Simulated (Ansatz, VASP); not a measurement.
# Pd in VASP and in Ansatz

INCAR

```
SYSTEM = Pd
PREC     = Accurate       ! precision mode
ENCUT    = 520            ! plane-wave cutoff, eV
EDIFF    = 1E-7           ! SCF threshold, eV
ISMEAR   = -1             ! smearing method
SIGMA    = 0.05           ! smearing width, eV
LREAL    = .False.        ! projectors in reciprocal space
LASPH    = .True.         ! aspherical terms in the spheres
NELM     = 100            ! most SCF steps
ALGO     = Normal         ! electronic algorithm
ISIF     = 2              ! what is computed and relaxed
LWAVE    = .False.        ! write WAVECAR
LCHARG   = .False.        ! write CHGCAR
GGA      = PE             ! functional
NBANDS   = 11             ! bands
```

Contents of KPOINTS:

```
regular mesh
0
Gamma
  12 12 12
  0 0 0
```

POSCAR

```
Pd
1.0
   -1.5991770000      1.5491200000      1.6284520000
    1.6029660000     -1.5085400000      1.5916620000
    1.5779050000      1.4872690000     -1.5878730000
Pd
1
Direct
    0.0129120000     -0.0010450000     -0.0121700000
```

input.yaml

```yaml
crystal:
  lattice:
    - [-1.599177, 1.54912, 1.628452]
    - [1.602966, -1.50854, 1.591662]
    - [1.577905, 1.487269, -1.587873]
  atoms:
    - { symbol: Pd, position: [0.012912, -0.001045, -0.01217] }
hamiltonian:
  xc: pbe
  pseudopotentials: { kind: paw }
kpoints:
  mp_grid: { grid: [12, 12, 12] }
scf:
  occupations: { method: fermi_dirac, width: 0.05 }
output:
  forces: true
  stress: true
  eigenvalues: true
  write_density: true
  write_potential: true
  elf: true
  volumetric_format: npy
```

Change from the starting cell: cell strained at random at fixed volume.

Alike in both runs: task single point; functional PBE; k mesh 12 × 12 × 12; occupations fermi-dirac, width 0.05 eV; no spin polarisation.

|  | VASP | Ansatz |
| --- | --- | --- |
| version | VASP 6.6.1 | Ansatz 0.2.0 |
| potentials or method | VASP PAW PBE potentials, release 64 (Pd) | Ansatz PAW |
| plane-wave cutoff (eV) | 520 | 420 |
| valence electrons in the cell | 10 | 18 |

```csv
,VASP,Ansatz,Ansatz less VASP
gap on the k mesh at the Fermi level (eV),none,none,-
pressure (GPa),-1.3,-1.0,+0.30
largest component of the traceless stress (GPa),2.42,2.45,+0.031
```

A gap of «none» marks a metal or a gap that the smearing closes. The two sets of potentials don't hold the same shells in valence.
